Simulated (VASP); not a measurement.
## VASP 6.6.1 run: MgS

INCAR

```
ISIF = 2
ENCUT = 520
ALGO = Normal
PREC = Accurate
IBRION = -1
METAGGA = R2SCAN
LREAL = .FALSE.
NSW = 0
NBANDS = 6
NELM = 120
LCHARG = .FALSE.
LWAVE = .FALSE.
LASPH = .TRUE.
SIGMA = 0.2
EDIFF = 0.0001
ISMEAR = 2
```

KPOINTS

```
KPOINTS created by Atomic Simulation Environment
0
Gamma
8 8 8
0 0 0
```

POSCAR

```
Mg S
 1.0000000000000000
     0.0000000000000000    2.8308768390485555    2.8308768390485555
     2.8308768390485555    0.0000000000000000    2.8308768390485555
     2.8308768390485555    2.8308768390485555    0.0000000000000000
 Mg  S
   1   1
Cartesian
  0.0000000000000000  0.0000000000000000 -0.0000000000000000
  1.4154384195242775  1.4154384195242775  1.4154384195242775
```

The recommended PBE PAW datasets give the neutral cell 8 valence electrons.

Command

```
mpirun -np 1 vasp_std
```

Problem. How does this run end, and what does it give?

Solution. It converged. Results: gap between bands v and c on the k mesh 4.13 eV; least direct gap on the k mesh 4.13 eV; pressure -0.3 GPa. Band v is the last that the valence electrons fill when counted band by band, and c is the next.

OSZICAR

```
N       E                     dE             d eps       ncg     rms          rms(c)
DAV:   1     0.219622159816E+02    0.21962E+02   -0.35107E+03   354   0.108E+03
DAV:   2    -0.152911717352E+02   -0.37253E+02   -0.34929E+02   474   0.147E+02
DAV:   3    -0.172158425787E+02   -0.19247E+01   -0.19251E+01   372   0.452E+01
DAV:   4    -0.172323312853E+02   -0.16489E-01   -0.16487E-01   624   0.494E+00
DAV:   5    -0.172323489100E+02   -0.17625E-04   -0.17625E-04   504   0.128E-01    0.421E+00
DAV:   6    -0.154308280782E+02    0.18015E+01   -0.14405E+00   354   0.102E+01    0.436E+00
DAV:   7    -0.154368971177E+02   -0.60690E-02   -0.26936E-01   414   0.395E+00    0.274E+00
DAV:   8    -0.154495280071E+02   -0.12631E-01   -0.13093E-02   402   0.148E+00    0.137E-01
DAV:   9    -0.154498542355E+02   -0.32623E-03   -0.30451E-04   510   0.185E-01    0.144E-01
DAV:  10    -0.154501671443E+02   -0.31291E-03   -0.29494E-04   354   0.267E-01    0.106E-02
DAV:  11    -0.154501677958E+02   -0.65149E-06   -0.19857E-06   210   0.171E-02
   1 F= -.15450168E+02 E0= -.15450356E+02  d E =0.752751E-03
```

For comparison, a separate r²SCAN run of the intended cell, on usual settings and not on those above, gives a gap of 4.13 eV on its mesh and a pressure of -0.3 GPa.
